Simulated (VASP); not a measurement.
HgTe (Coloradoite), 2 atoms in the cell. Symmetry: F-43m, No. 216, cubic system. The conventional cell has a = 6.429 Å, b = 6.429 Å, c = 6.429 Å, α = 90.00°, β = 90.00°, γ = 90.00°. Around Hg (site symmetry -43m) lie 4 Te at 2.78 Å. Te (site symmetry -43m) has 4 Hg at 2.78 Å as nearest neighbours. 

| Quantity | Value |
| --- | --- |
| Program | VASP 6.6.1 |
| Task | single point |
| Functional | PBE |
| Potentials or basis | VASP PAW PBE potentials, release 64 (Hg, Te) |
| Cutoff | 520 eV |
| k mesh | 7 × 7 × 7 |
| Occupations | gaussian, width 0.029 eV |
| Spin | no spin polarisation |
| Further INCAR settings | ALGO = Fast; EDIFF = 1e-06; NBANDS = 16 |

Potentials or basis: VASP PAW PBE potentials, release 64 (Hg, Te).

The run is started by

```bash
$ cat potpaw_PBE.64/Hg/POTCAR potpaw_PBE.64/Te/POTCAR > POTCAR
$ mpirun -np 1 vasp_std > vasp.out
```

Hardware: 1 thread of Intel(R) Xeon(R) Platinum 8375C CPU @ 2.90GHz (Ice Lake), on a shared host.

How long does it take, and how much memory?

Wall time 23 s on 1 thread of Intel(R) Xeon(R) Platinum 8375C CPU @ 2.90GHz (Ice Lake) (shared host), peak memory 0.21 GiB. Counts: scf iterations 13, k points 20.
